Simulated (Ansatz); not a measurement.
**CuO: how settings move the results**

The task, for CuO: sweep the k-point mesh shifted by half a step.

Method: DFT PBEsol, scalar-relativistic, plane waves, PAW, in Ansatz 0.2.0.

1 further run of the same task is left out (set aside as unsound or not needed). Runs told in other sessions of the task aren't counted.

**1. The structure to begin with**

Symmetry: C2/c, No. 15, monoclinic system. The conventional cell has a = 4.100 Å, b = 4.045 Å, c = 5.176 Å, α = 90.00°, β = 90.27°, γ = 90.00°. Cu (site symmetry -1) has 4 O at 1.94 Å in its first shell of neighbours. Around O (site symmetry 2) lie 4 Cu at 1.94 Å.

The space group C2/c holds at a tolerance of 0.01 Å; at 0.001 Å the coordinates give P-1. Cell or atoms stand a little off a more symmetric structure (P4_2/mmc at a tolerance of 0.3 Å), so results at this geometry aren't those of that ideal crystal.

As a file:

```
CELL_PARAMETERS angstrom
2.87950 0.00000 0.00000
0.03907 2.87928 0.00000
0.01750 0.01724 5.17634
ATOMIC_POSITIONS crystal
Cu 0.50000 0.00000 0.50000
Cu 0.00000 0.50000 0.00000
O 0.00158 0.99833 0.25011
O 0.99842 0.00167 0.74989
```

The structure comes from the Materials Project (structure only); it is used as listed.

**2. The base run, which the others are set against**

Input file input.yaml:

```yaml
crystal:
  lattice:
    - [2.8795009639, 0.0, 0.0]
    - [0.039072758, 2.8792794796, 0.0]
    - [0.0174953863, 0.0172449008, 5.1763391994]
  atoms:
    - { symbol: Cu, position: [0.5, 0.0, 0.5] }
    - { symbol: Cu, position: [0.0, 0.5, 0.0] }
    - { symbol: O, position: [0.00157603, 0.99832822, 0.2501129] }
    - { symbol: O, position: [0.99842397, 0.00167178, 0.7498871] }
basis:
  ecutwfc: 420
kpoints:
  mp_grid: { grid: [14, 14, 8] }
hamiltonian:
  xc: pbesol
scf:
  occupations: { method: gaussian, width: 0.1 }
output:
  forces: true
  stress: true
  eigenvalues: true
  populations: true
```

Its results, from an earlier run: -3574.1361 eV/atom at zero smearing, pressure -2.05 GPa, largest force 0.013 eV/Å, no gap on the mesh, in 8 SCF cycles and 61 s.

**3. K-point mesh shifted by half a step: 8×8×4**

Input file input.yaml:

```yaml
crystal:
  lattice:
    - [2.8795009639, 0.0, 0.0]
    - [0.039072758, 2.8792794796, 0.0]
    - [0.0174953863, 0.0172449008, 5.1763391994]
  atoms:
    - { symbol: Cu, position: [0.5, 0.0, 0.5] }
    - { symbol: Cu, position: [0.0, 0.5, 0.0] }
    - { symbol: O, position: [0.00157603, 0.99832822, 0.2501129] }
    - { symbol: O, position: [0.99842397, 0.00167178, 0.7498871] }
basis:
  ecutwfc: 420
kpoints:
  mp_grid: { grid: [8, 8, 4], shift: [0.5, 0.5, 0.5] }
hamiltonian:
  xc: pbesol
scf:
  occupations: { method: gaussian, width: 0.1 }
output:
  forces: true
  stress: true
  eigenvalues: true
```

The run is started by

```
> ansatz run input.yaml --threads 1 --pin off --max-ram 2560MiB --backend cpu --events-out ev --progress --plain --runs-dir out
```

**4. K-point mesh shifted by half a step set to 10×10×6**

Edit input.yaml of step 3 so:

```diff
@@ -13,3 +13,3 @@
 kpoints:
-  mp_grid: { grid: [8, 8, 4], shift: [0.5, 0.5, 0.5] }
+  mp_grid: { grid: [10, 10, 6], shift: [0.5, 0.5, 0.5] }
 hamiltonian:
```

**5. K-point mesh shifted by half a step set to 12×12×8**

Edit input.yaml of step 4 so:

```diff
@@ -13,3 +13,3 @@
 kpoints:
-  mp_grid: { grid: [10, 10, 6], shift: [0.5, 0.5, 0.5] }
+  mp_grid: { grid: [12, 12, 8], shift: [0.5, 0.5, 0.5] }
 hamiltonian:
```

(Steps that only read results are left out.)

What results come out of these runs, taken together? Wanted: largest energy shift, k-point mesh shifted by half a step.

As calculated:

| quantity | value |
| --- | --- |
| largest energy shift, k-point mesh shifted by half a step | 3.59 meV/atom at 8×8×4 |

What this shows: The densest shifted mesh lands 1.06 meV/atom from the base run. The final runs have no spin polarisation, so a magnetic state may lie lower.
